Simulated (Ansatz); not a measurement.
`BN[SiH3]` + `F[C](F)F`• → `B[N][SiH3]`• + `FC(F)F` at 500 K and 1 bar (hydrogen abstraction from the N–H bond).

Isolated molecules relaxed with PBE0-D4/def2-TZVP in Ansatz; ΔE leaves out vibrations. CBS: MP2 limit from def2 TZ/QZ plus the TZ coupled-cluster correction, frozen cores. This one scheme is used for every species. Open shells (•) are unrestricted, without spin–orbit coupling.

```
      species  CCSD(T)/CBS energy (Eh)  H − E (kJ/mol)  S (J/(mol·K))
   `BN[SiH3]`               -372.22946           202.1          342.4
  `F[C](F)F`•               -337.34656            55.3          293.3
`B[N][SiH3]`•               -371.54912           163.0          361.6
     `FC(F)F`               -338.02896            90.5          290.1
```

H − E and S are ideal-gas, rigid-rotor, harmonic terms from PBE0-D4/def2-TZVP, with the whole ground term of open shells counted as degenerate. 1 Eh = 2625.50 kJ/mol, R = 8.31446 J/(mol·K).

Question: By hand: ΔE, ΔH, ΔS and ΔG.

Answer: ΔE = (-371.54912) + (-338.02896) − (-372.22946) − (-337.34656) = -0.00206 Eh = -5.4 kJ/mol. Δ(H − E) = 163.0 + 90.5 − 202.1 − 55.3 = -3.9, so ΔH = -9.3 kJ/mol. ΔS = 361.6 + 290.1 − 342.4 − 293.3 = 16.0 J/(mol·K). ΔG = -9.3 − 500 × (16.0)/1000 = -17.3 kJ/mol.

Question: By hand: the equilibrium constant, and the temperature at which ΔG would vanish if ΔH and ΔS stayed fixed.

Answer: log₁₀ K = −ΔG/(RT ln 10) = 1.8. ΔH and −TΔS have one sign here, so there is no such temperature.

TΔS isn't small against ΔH here. A doubt of 5 kJ/mol in ΔE shifts log₁₀ K by 0.5 here. Modes under 60 cm⁻¹, often nearly free rotors, make the harmonic entropy too high. These are equilibria of isolated gas molecules and say nothing of rates. Largest T1 diagnostic: 0.026 (customary marks: 0.02 for closed shells, 0.045 for open ones).
